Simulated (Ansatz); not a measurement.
```
CELL_PARAMETERS angstrom
0.00000 2.83050 2.83050
2.83050 0.00000 2.83050
2.83050 2.83050 0.00000
ATOMIC_POSITIONS crystal
Al 0.00000 0.00000 0.00000
As 0.25000 0.25000 0.25000
```

```json
{
  "orbitals": "PBE",
  "datasets": "hard PAW set made for 700 eV",
  "k mesh": "6×6×6",
  "empty bands": "453",
  "response cutoff": "180 eV",
  "wave cutoff": "700 eV",
  "frequencies": "plasmon pole, fitted at the program's default frequency",
  "q → 0 term": "analytic weight of Carrier, Rohra and Görling",
  "points solved": "Γ, L, X",
  "band sums": "cut at the band count",
  "spin-orbit coupling": "off"
}
```

Program: Ansatz. The Kohn-Sham gap (from Γ to X) is 1.44 eV and the electronic dielectric constant on this mesh 10.2.

Task: Estimate the linearised G0W0 gap between these edges.

Result: 2.14 eV, a change of +0.70 eV. The valence edge moves by -0.81 eV (Z = 0.79) and the conduction edge by -0.11 eV (Z = 0.80).

Band sums or response are cut, so the gap isn't at its basis limit. The gap is read among the points solved; the crystal's band edges can lie elsewhere. Meshes this coarse can overestimate the dielectric constant by a tenth and more.
